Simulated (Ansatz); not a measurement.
## NaBr, response to strain

Start from NaBr in the rock salt structure (space group Fm-3m, No. 225; a = 6.0360 Å). Axes: x, y, z lie along the cube axes.

Strains are applied to the cell and any free atomic positions relax; under biaxial strain the out-of-plane vector relaxes too.

The values are results of plane-wave PAW DFT at the PBE level (Ansatz, a first-principles code, 420 eV), spin-orbit coupling left out, not measurements.

| biaxial strain, plane normal [001], relaxed out of plane (%) | band gap (eV) |
|---|---|
| 0 | 4.07 |
| 0.61 | 4.04 |
| 2.76 | ? |
| 4.73 | 3.86 |

Problem. Fit E_g = E₀ + Dε (ε in %) to the rows shown and predict the withheld row.

Solution. Least squares on the printed values gives E₀ = 4.07 eV, D = -44.1 meV per % of strain (largest residual 0.00 eV); this predicts 3.95 eV, and the run gives 3.94 eV, in agreement.

Stability against distortions was not tested.
